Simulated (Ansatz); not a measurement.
# Pb: the cost of one run

Computed with Ansatz 0.2.0 (DFT PBE, scalar-relativistic, plane waves, PAW, unless a step's input says otherwise).

1 further run of the same task is left out (set aside as unsound or not needed).

## (1) The system as given

Symmetry: P6_3/mmc, No. 194, hexagonal system. The conventional cell has a = 3.480 Å, b = 3.480 Å, c = 5.590 Å, α = 90.00°, β = 90.00°, γ = 120.00°. Pb (site symmetry -6m2) is surrounded by 12 Pb at 3.44 to 3.48 Å.

As a file:

```
CELL_PARAMETERS angstrom
3.48000 0.00000 0.00000
-1.74000 3.01377 0.00000
0.00000 0.00000 5.59000
ATOMIC_POSITIONS crystal
Pb 0.33333 0.66667 0.25000
Pb 0.66667 0.33333 0.75000
```

The structure comes from the Crystallography Open Database.

## (2) A change within a subgroup

The change: strain xx, yy, zz, yz, xz, xy = +2.6, +0.9, -1.3, +0.1, -0.3, -1.5 %; atoms moved by 0.03 Å root mean square, at most 0.03 Å.

The input, input.yaml:

```yaml
crystal:
  lattice:
    - [3.5701327085, -0.0512952102, -0.0088392018]
    - [-1.8294893094, 3.066178877, 0.0088498413]
    - [-0.0141986, 0.0082173, 5.5195101]
  atoms:
    - { symbol: Pb, position: [0.330202379, 0.669797621, 0.2458281603] }
    - { symbol: Pb, position: [0.669797621, 0.330202379, 0.7541718397] }
basis:
  ecutwfc: 420
kpoints:
  mp_grid: { grid: [12, 12, 8] }
hamiltonian:
  xc: pbe
scf:
  occupations: { method: gaussian, width: 0.1 }
output:
  forces: true
  stress: true
  eigenvalues: true
```

Started as:

```
$ ansatz run input.yaml --threads 1 --pin off --max-ram 1331MiB --backend cpu --events-out ev --progress --plain --runs-dir out
```

What time and memory should one allow on 1 thread of an x86-64 CPU, shared host?

About 57 s, with a peak of 0.72 GiB.
